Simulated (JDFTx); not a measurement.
# SnO (P4/nmm) in JDFTx: further runs, part 2 of 2

JDFTx 1.7.0 (patched build).

## (5) Single point, LDA

The input, SnO.in:

```
lattice \
    7.2068394886     0.0000000000     0.0000000000 \
    0.0000000000     7.2068394886     0.0000000000 \
    0.0000000000     0.0000000000     9.2349277318
coords-type Cartesian
ion Sn     3.6034197443     0.0000000000     7.0612671447 1
ion Sn     0.0000000000     3.6034197443     2.1736605871 1
ion O      0.0000000000     0.0000000000     0.0000000000 1
ion O      3.6034197443     3.6034197443     0.0000000000 1

ion-species pseudo/Sn.upf
ion-species pseudo/O.upf
elec-cutoff 42 336
elec-ex-corr lda-PW
kpoint-folding 6 6 5
elec-smearing Fermi 0.0018374661
elec-n-bands 27
electronic-SCF nIterations 100 energyDiffThreshold 1e-09
electronic-minimize nIterations 30 energyDiffThreshold 1e-7
converge-empty-states yes
forces-output-coords Cartesian

dump-name run.$VAR
dump End Ecomponents EigStats BandEigs Kpoints Forces Stress ElecDensity Dtot KEdensity
```

Potentials or basis: PseudoDojo-SR-LDA-0.4.1-standard with smoothed tails.

On the command line:

```sh
jdftx -c 1 -i SnO.in -o SnO.out
```

Standard output:

```text
*************** JDFTx 1.7.0 (patched build) ***************

Input parsed successfully to the following command list (including defaults):
[... the input with its defaults ...]

---------- Setting up symmetries ----------

Found 16 point-group symmetries of the bravais lattice
Found 16 space-group symmetries with basis
Applied RMS atom displacement 0 bohrs to make symmetries exact.

---------- Initializing the Grid ----------
R =
[      7.20684            0            0  ]
[            0      7.20684            0  ]
[            0            0      9.23493  ]
unit cell volume = 479.649
G =
[   0.871836          0          0  ]
[          0   0.871836          0  ]
[          0          0   0.680372  ]
Minimum fftbox size, Smin = [  60  60  80  ]
Chosen fftbox size, S = [  60  60  80  ]

---------- Initializing tighter grid for wavefunction operations ----------
R =
[      7.20684            0            0  ]
[            0      7.20684            0  ]
[            0            0      9.23493  ]
unit cell volume = 479.649
G =
[   0.871836          0          0  ]
[          0   0.871836          0  ]
[          0          0   0.680372  ]
Minimum fftbox size, Smin = [  44  44  56  ]
Chosen fftbox size, S = [  48  48  56  ]

---------- Exchange Correlation functional ----------
Initalized Slater LDA exchange.
Initalized Perdew-Wang LDA correlation.

---------- Setting up pseudopotentials ----------
Width of ionic core gaussian charges (only for fluid interactions / plotting) set to 0

Reading pseudopotential file 'pseudo/Sn.upf':
  'Sn' pseudopotential, 'SLA  PW   NOGX NOGC' functional
  Generated using ONCVPSP code by D. R. Hamann
  14 valence electrons, 3 orbitals, 6 projectors, 1001 radial grid points, with lMax = 2
    4D    l: 2   occupation: 10.0   eigenvalue: -0.951956
    5S    l: 0   occupation:  2.0   eigenvalue: -0.397282
    5P    l: 1   occupation:  2.0   eigenvalue: -0.142135
  Core radius for overlap checks: 2.33 bohrs.

Reading pseudopotential file 'pseudo/O.upf':
  'O' pseudopotential, 'SLA  PW   NOGX NOGC' functional
  Generated using ONCVPSP code by D. R. Hamann
  6 valence electrons, 2 orbitals, 5 projectors, 926 radial grid points, with lMax = 2
    2S    l: 0   occupation:  2.0   eigenvalue: -0.872925
[... 36 lines left out ...]

-------- Electronic minimization -----------
Will mix electronic density at each iteration.
	FillingsUpdate:  mu: +0.393233560  nElectrons: 40.000000
	FillingsUpdate:  mu: +0.367290911  nElectrons: 40.000000
SCF: Cycle:  0   F: -167.716556032790635   dF: -9.399e-02   |Residual|: 2.049e-01   |deigs|: 5.472e-02
	FillingsUpdate:  mu: +0.355163705  nElectrons: 40.000000
SCF: Cycle:  1   F: -167.739429258928084   dF: -2.287e-02   |Residual|: 4.109e-02   |deigs|: 1.620e-02
	FillingsUpdate:  mu: +0.356109988  nElectrons: 40.000000
SCF: Cycle:  2   F: -167.746120040035663   dF: -6.691e-03   |Residual|: 2.768e-02   |deigs|: 6.023e-03
	FillingsUpdate:  mu: +0.355031146  nElectrons: 40.000000
SCF: Cycle:  3   F: -167.746498921881596   dF: -3.789e-04   |Residual|: 8.905e-03   |deigs|: 1.136e-03
	FillingsUpdate:  mu: +0.354811340  nElectrons: 40.000000
SCF: Cycle:  4   F: -167.746534047535562   dF: -3.513e-05   |Residual|: 1.694e-03   |deigs|: 4.437e-04
	FillingsUpdate:  mu: +0.354794873  nElectrons: 40.000000
SCF: Cycle:  5   F: -167.746537807908140   dF: -3.760e-06   |Residual|: 6.193e-04   |deigs|: 1.662e-04
	FillingsUpdate:  mu: +0.354804516  nElectrons: 40.000000
SCF: Cycle:  6   F: -167.746538259101357   dF: -4.512e-07   |Residual|: 1.524e-04   |deigs|: 7.388e-05
	FillingsUpdate:  mu: +0.354813753  nElectrons: 40.000000
SCF: Cycle:  7   F: -167.746538345416326   dF: -8.631e-08   |Residual|: 4.725e-05   |deigs|: 6.682e-05
	FillingsUpdate:  mu: +0.354815908  nElectrons: 40.000000
SCF: Cycle:  8   F: -167.746538366563215   dF: -2.115e-08   |Residual|: 3.008e-05   |deigs|: 5.770e-05
	FillingsUpdate:  mu: +0.354814644  nElectrons: 40.000000
SCF: Cycle:  9   F: -167.746538373136531   dF: -6.573e-09   |Residual|: 2.042e-05   |deigs|: 4.780e-05
	FillingsUpdate:  mu: +0.354815490  nElectrons: 40.000000
SCF: Cycle: 10   F: -167.746538375623487   dF: -2.487e-09   |Residual|: 8.171e-06   |deigs|: 4.248e-05
	FillingsUpdate:  mu: +0.354815976  nElectrons: 40.000000
SCF: Cycle: 11   F: -167.746538376399315   dF: -7.758e-10   |Residual|: 3.099e-06   |deigs|: 1.369e-04
	FillingsUpdate:  mu: +0.354816346  nElectrons: 40.000000
SCF: Cycle: 12   F: -167.746538376654229   dF: -2.549e-10   |Residual|: 3.415e-06   |deigs|: 3.283e-05
SCF: Converged (|Delta E|<1.000000e-09 for 2 iters).

Setting wave functions to eigenvectors of Hamiltonian
Converging empty states (this may take a while): |deigs|: 4.527e-05

# Stress tensor in Cartesian coordinates [Eh/a0^3]:
[  0.000107331            0            0  ]
[            0  0.000107331            0  ]
[            0            0  9.61739e-05  ]

# Ionic positions in cartesian coordinates:
ion Sn   3.603419744300000   0.000000000000000   7.061267144699999 1
ion Sn   0.000000000000000   3.603419744300000   2.173660587100000 1
ion O   0.000000000000000   0.000000000000000   0.000000000000000 1
ion O   3.603419744300000   3.603419744300000   0.000000000000000 1

# Forces in Cartesian coordinates:
force Sn   0.000000000000000   0.000000000000000   0.003722323821369 1
force Sn   0.000000000000000   0.000000000000000  -0.003722323821369 1
force O   0.000000000000000  -0.000000000000000   0.000000000000000 1
force O   0.000000000000000  -0.000000000000000  -0.000000000000000 1

# Energy components:
   Eewald =     -117.0597651982561018
       EH =       48.7953968589431497
     Eloc =     -136.3119132428662965
      Enl =      -50.0226775218190625
      Exc =      -51.6787235228622279
 Exc_core =       22.4575711812042407
       KE =      116.0736061184590255
-------------------------------------
     Etot =     -167.7465053271972977
       TS =        0.0000330494569367
-------------------------------------
        F =     -167.7465383766542288

IonicMinimize: Iter:   0  F: -167.746538376654229  |grad|_K:  1.520e-03
IonicMinimize: None of the convergence criteria satisfied after 0 iterations.

#--- Lowdin population analysis ---
# oxidation-state Sn +0.777 +0.777
# oxidation-state O -0.719 -0.719

Dumping 'run.eigStats' ...
	eMin: -0.448415 at state 0 ( [ +0.000000 +0.000000 +0.000000 ] spin 0 )
	HOMO: +0.350324 at state 0 ( [ +0.000000 +0.000000 +0.000000 ] spin 0 )
	mu  : +0.354816
	LUMO: +0.358694 at state 27 ( [ +0.500000 +0.500000 +0.000000 ] spin 0 )
	eMax: +0.706280 at state 20 ( [ +0.166667 +0.500000 +0.400000 ] spin 0 )
	HOMO-LUMO gap: +0.008370
	Optical gap  : +0.075019 at state 27 ( [ +0.500000 +0.500000 +0.000000 ] spin 0 )
Done!
```

It took 1.9 min on 1 thread of Intel Xeon 6975P-C (Granite Rapids), shared host; peak memory 0.32 GiB.

Results:

```
Free energy            : -4564.6158 eV
Pressure               : -3.0 GPa
Largest force          : 0.191 eV/Å
Band gap on the k mesh : 0.23 eV, indirect (least direct gap 2.04 eV)
Loewdin charges        : Sn +0.78; O -0.72 e
```

Forces in eV/Å, atoms in the order of the input:
```
Sn   0.000  0.000  0.191
Sn   0.000  0.000 -0.191
O    0.000  0.000  0.000
O    0.000  0.000  0.000
```

Levels at points of the mesh, in eV from the valence-band top:
| k point | band 17 | band 18 | band 19 | band 20 | band 21 | band 22 | band 23 | band 24 |
| --- | --- | --- | --- | --- | --- | --- | --- | --- |
| (0.00, 0.00, 0.00) | -3.35 | -3.05 | -3.05 | 0.00 | 2.07 | 4.21 | 4.78 | 4.78 |
| (0.00, 0.50, 0.00) | -4.73 | -4.73 | -2.57 | -2.57 | 3.13 | 3.13 | 5.90 | 5.90 |
| (0.50, 0.50, 0.00) | -2.38 | -2.38 | -1.81 | -1.81 | 0.23 | 0.23 | 4.45 | 4.45 |

Caveat: spin-orbit coupling is left out, which moves the levels of the heavy elements; an odd mesh through Γ misses points on the zone boundary, where band edges often lie.

## (6) The reference run

An earlier run on the cell as given: functional PBEsol; potentials or basis PseudoDojo-SR-PBEsol-0.4.1-standard with smoothed tails; cutoff 1143 eV; density cutoff 9143 eV; k mesh 7 × 7 × 6; occupations fermi-dirac, width 0.05 eV; no spin polarisation.

* Pressure: 0.0 GPa
* Largest force: 0.158 eV/Å
* Band gap on the k mesh: 0.35 eV, indirect (least direct gap 1.98 eV)
* Loewdin charges: Sn +0.78; O -0.72 e

## (7) The runs side by side

```tsv
level	potentials or basis	k mesh	cutoff (eV)	smearing	mesh quality	gap on the mesh (eV)	pressure (GPa)	largest force (eV/Å)
r2SCAN	SG15-PBE-1.2 with smoothed tails	3 × 3 × 2	1361	fermi-dirac 0.05 eV	coarse	1.57	-0.7	0.18
PBEsol	PseudoDojo-SR-PBEsol-0.4.1-standard with smoothed tails	6 × 6 × 5	1143	fermi-dirac 0.05 eV	not flagged	0.13	0.0	0.17
LDA	PseudoDojo-SR-LDA-0.4.1-standard with smoothed tails	7 × 7 × 6	1143	gaussian 0.1 eV	not flagged	0.45	-3.0	0.20
LDA	PseudoDojo-SR-LDA-0.4.1-standard with smoothed tails	6 × 6 × 5	1143	fermi-dirac 0.05 eV	not flagged	0.23	-3.0	0.19
PBEsol	PseudoDojo-SR-PBEsol-0.4.1-standard with smoothed tails	7 × 7 × 6	1143	fermi-dirac 0.05 eV	not flagged	0.35	0.0	0.16
```

Alike in all rows: task single point; no spin polarisation; cell as given.

Caveats: some runs use coarse meshes; spin-orbit coupling is left out, which moves the levels of the heavy elements; an odd mesh through Γ misses points on the zone boundary, where band edges often lie; meta-GGA forces are noisy on this grid (some runs); the potentials were made for another functional, which shifts forces and pressure (some runs).

Absolute energies hang on the potentials; compare differences alone.
